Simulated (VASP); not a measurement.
# BaTiO3: equation of state with PBE

Crystal: BaTiO3.

```xyz
5
Lattice="4.0060 0.0000 0.0000 0.0000 4.0060 0.0000 0.0000 0.0000 4.0060" Properties=species:S:1:pos:R:3 pbc="T T T"
Ba    2.0030    2.0030    2.0030
Ti    0.0000    0.0000    0.0000
O     0.0000    0.0000    2.0030
O     0.0000    2.0030    0.0000
O     2.0030    0.0000    0.0000
```

```yaml
Program: VASP 6.6.1
Task: equation of state
Functional: PBE
Potentials_or_basis: VASP PAW PBE potentials, release 64 (Ba_sv, Ti_sv, O)
Cutoff: 520 eV
k_mesh: 7 × 7 × 7
Occupations: fermi-dirac, width 0.05 eV
Spin: no spin polarisation
```

```
Equilibrium volume                      : 13.13 Å³/atom
Bulk modulus                            : 161 GPa
Pressure derivative of the bulk modulus : 4.6
```

Energy against volume, from the lowest point:
| volume (Å³/atom) | energy (meV/atom) |
| --- | --- |
| 12.086 | 48.99 |
| 12.343 | 26.84 |
| 12.601 | 11.76 |
| 12.858 | 3.04 |
| 13.115 | 0.00 |
| 13.372 | 2.06 |
| 13.629 | 8.71 |

All runs of the series together: 4 min on 1 thread of Intel(R) Xeon(R) Platinum 8488C (Sapphire Rapids) (shared host).

The run has no spin-orbit coupling, so splittings on Ba are missing. PBE usually gives volumes a little too large and moduli too small.
